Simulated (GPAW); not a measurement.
Write an ASE script for GPAW 26.7.0 that does the following.

- Task: single point
- Functional: PBEsol
- Potentials or basis: PAW data sets generated in the run's folder for this functional
- Cutoff: 600 eV
- Basis: pw
- k mesh: 11 × 11 × 11
- Occupations: fermi-dirac, width 0.05 eV
- Spin: no spin polarisation
- Maxiter: 150

The system is Ti.

```
CELL_PARAMETERS angstrom
0.02177 1.99869 2.03132
2.00646 0.00299 2.05009
2.03951 2.05051 -0.03005
ATOMIC_POSITIONS crystal
Ti 0.98433 0.00381 0.00663
```

The cell isn't the ideal one: cell strained at random at fixed volume.

These files were run (other wordings do the same):

run.py

```python
from ase import Atoms
from ase.dft.bandgap import bandgap
from ase.io import write
from ase.units import GPa
from gpaw import GPAW, PW, setup_paths

setup_paths.insert(0, '.')

atoms = Atoms(['Ti'],
              cell=[[0.021768, 1.998691, 2.031315],
                    [2.006457, 0.002994, 2.050089],
                    [2.039505, 2.050514, -0.030055]],
              scaled_positions=[[-0.01567, 0.00381, 0.006629]],
              pbc=True)

calc = GPAW(mode=PW(600),
            xc='PBEsol',
            kpts={'size': (11, 11, 11), 'gamma': True},
            occupations={'name': 'fermi-dirac', 'width': 0.05},
            nbands=14,
            convergence={'density': 1e-05, 'energy': 1e-05},
            maxiter=150,
            txt='gpaw.txt')
atoms.calc = calc
energy = atoms.get_potential_energy()
forces = atoms.get_forces()
stress = atoms.get_stress()
calc.write('gs.gpw')
write('result.traj', atoms)
print(f'Energy: {energy:.6f} eV')
print('Forces (eV/A):')
print(forces.round(4))
print('Stress (GPa):', (stress / GPa).round(3))
print('Fermi level:', round(calc.get_fermi_level(), 4), 'eV')
print(f'Gap: {bandgap(calc)[0]:.4f} eV, direct: {bandgap(calc, direct=True)[0]:.4f} eV')
```

Potentials or basis: PAW data sets generated in the run's folder for this functional, pw.

Run with:

```bash
$ gpaw-setup -f PBEsol Ti
$ OMP_NUM_THREADS=1 python run.py
```

It gave:

The pressure is -0.8 GPa. The band gap on the k mesh is none (metal or under the smearing width).

Run time: 3.6 min on 1 thread of AMD EPYC 7571, with other jobs on the host, peak memory 0.28 GiB.
